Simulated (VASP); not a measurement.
Set up this calculation in VASP 6.6.1, as the native input.

| Property | Result |
| --- | --- |
| Task | single point |
| Functional | PBE |
| Potentials or basis | VASP PAW PBE potentials, release 64 (Cd, Se) |
| Cutoff | 520 eV |
| k mesh | 8 × 8 × 8 |
| Occupations | gaussian, width 0.029 eV |
| Spin | no spin polarisation |
| Dipole correction | no |
| Further INCAR settings | ALGO = Fast; EDIFF = 1e-07; NBANDS = 16 |

The structure of CdSe lies in POSCAR:

```
CdSe
1.0
    0.0000000000      3.0702711986      3.0702711986
    3.0702711986      0.0000000000      3.0702711986
    3.0702711986      3.0702711986      0.0000000000
Cd Se
1 1
Direct
    0.0000000000      0.0000000000      0.0000000000
    0.2500000000      0.2500000000      0.2500000000
```

Measurements of this composition are mostly on another form, of space group No. 186.

The input as run:

INCAR

```
SYSTEM = CdSe
ALGO = Fast ; EDIFF = 1E-7
ENCUT = 520 ; GGA = PE
ISIF = 2 ; ISMEAR = 0
LASPH = .True. ; LCHARG = .True.
LELF = .True. ; LREAL = .False.
LVHAR = .True. ; LWAVE = .False.
NBANDS = 16 ; NELM = 100
PREC = Accurate ; SIGMA = 0.028999999999999998
```

KPOINTS

```
k-points
0
Gamma
  8 8 8
  0 0 0
```

Potentials or basis: VASP PAW PBE potentials, release 64 (Cd, Se).

Command:

```sh
$ cat potpaw_PBE.64/Cd/POTCAR potpaw_PBE.64/Se/POTCAR > POTCAR
$ mpirun -np 1 vasp_std > vasp.out
```

It gave:

* Pressure: 1.6 GPa
* Band gap on the k mesh: 0.55 eV, direct

It took 16 s on 1 thread of Intel(R) Xeon(R) Platinum 8488C (Sapphire Rapids), with other jobs on the host, peak memory 0.18 GiB.
